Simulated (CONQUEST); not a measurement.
# SiC (Moissanite 3C) under changes of volume

One of the cells (10.346 Å³/atom); the others are scaled copies at fixed shape and fractional positions:

```xyz
4
Lattice="3.0816 0.0000 0.0000 0.0000 3.0816 0.0000 0.0000 0.0000 4.3580" Properties=species:S:1:pos:R:3 pbc="T T T"
Si    0.0000    0.0000    0.0000
Si    1.5408    1.5408    2.1790
C     0.0000    1.5408    1.0895
C     1.5408    0.0000    3.2685
```

| Property | Result |
| --- | --- |
| Program | CONQUEST 1.3 |
| Functional | SOGGA |
| Potentials or basis | PseudoDojo NC PBEsol, SZP, grid of 32 × 32 × 40 points |
| k mesh | 6 × 6 × 4 |
| Occupations | fermi-dirac, width 0.05 eV |
| Spin | no spin polarisation |

```csv
volume (Å³/atom),energy over the lowest point (meV/atom),pressure (GPa),gap on the mesh (eV)
9.725,70.78,24.4,1.20
9.932,?,?,?
10.139,22.73,13.1,1.24
10.346,9.30,7.9,1.25
10.553,2.03,3.4,1.27
10.760,0.00,-0.4,1.28
10.967,2.95,-4.2,1.30
```

Q: What does the run at 9.932 Å³/atom give?

A: Energy over the lowest point 43.02 meV/atom; pressure 18.6 GPa; gap on the mesh 1.22 eV.

Worked out: A Birch-Murnaghan fit of order 3 (a polynomial in V^(-2/3)) to the other rows has its minimum at 10.74 Å³/atom with B0 = V·E''(V) = 196 GPa and B' = 4.9. It gives 42.94 meV/atom at 9.932 Å³/atom, against the run's 43.02, and -dE/dV = 18.5 GPa, against 18.6. A straight line through the other rows of the gap, of slope 0.806 eV per unit of ln V, gives 1.22 eV, against the run's 1.22.

Energies are extrapolated to zero smearing.

Caveats: the potentials were made for another functional, which shifts forces and pressure; the atomic basis is small; the basis of atomic orbitals isn't converged, which shifts pressures, moduli and gaps; the real-space grid breaks the cell's symmetry a little (some runs).

A mesh can miss the band edges.
